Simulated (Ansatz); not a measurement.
Recipe of this trial structure of C: 5-connected net of one element (P3_2, No. 145). Its size is a rough estimate.

```
CELL_PARAMETERS angstrom
3.69136 0.00000 0.00000
-1.84568 3.19681 0.00000
0.00000 0.00000 2.52990
ATOMIC_POSITIONS crystal
C 0.93387 0.16714 0.48455
C 0.83286 0.76674 0.15122
C 0.23326 0.06613 0.81788
C 0.60455 0.50159 0.65368
C 0.49841 0.10297 0.32035
C 0.89703 0.39545 0.98701
```

Computed with DFT PBE, scalar-relativistic, plane waves, PAW in Ansatz. Cutoff 420 eV, Gaussian smearing, Γ-centred meshes. Cell and atoms relax first on a coarse mesh and then on a converged one. In between, the cell is made exact in the group found at 0.06 Å. The steps can't lower the symmetry of their start. No spin polarisation in the relaxation; trial moments died out in a coarse test.

A guess keeps its type if space group and coordination stay and the shape of the cell changes little (axis ratios within about 15 %, angles within 6°); the volume may change.

Question: Does this structure survive the relaxation?

Answer: It doesn't keep its type. The symmetry goes from P3_2 (No. 145) to P6_522 (No. 179). The volume per atom grows by 17.1 %, from 5.0 to 5.8 Å³. The shortest distance goes from 1.56 Å (C–C) to 1.55 Å (C–C). Counting neighbours within 15 % of an atom's shortest distance, the start has C 5 and the end C 4. In detail, at the end C has 4 C at 1.55–1.61 Å.

```cif
data_structure
_symmetry_space_group_name_H-M 'P 1'
_symmetry_Int_Tables_number 1
_cell_length_a 4.0496
_cell_length_b 4.0496
_cell_length_c 2.4611
_cell_angle_alpha 90.000
_cell_angle_beta 90.000
_cell_angle_gamma 120.000
_cell_volume 34.95
loop_
_atom_site_label
_atom_site_type_symbol
_atom_site_fract_x
_atom_site_fract_y
_atom_site_fract_z
_atom_site_occupancy
C1 C 0.38402 0.38402 0.33333 1
C2 C 0.61598 0.00000 0.00000 1
C3 C 0.00000 0.61598 0.66667 1
C4 C 0.38402 0.00000 0.50000 1
C5 C 0.00000 0.38402 0.16667 1
C6 C 0.61598 0.61598 0.83333 1
```

The last run used a 12×12×12 mesh for its 6-atom cell and Gaussian smearing of 0.02 eV. A structure relaxed within its symmetry needn't be a true minimum. Another cell of C relaxed alike, in I4/mmm, lies 296 meV/atom lower, so this cell isn't the stable form at this level.
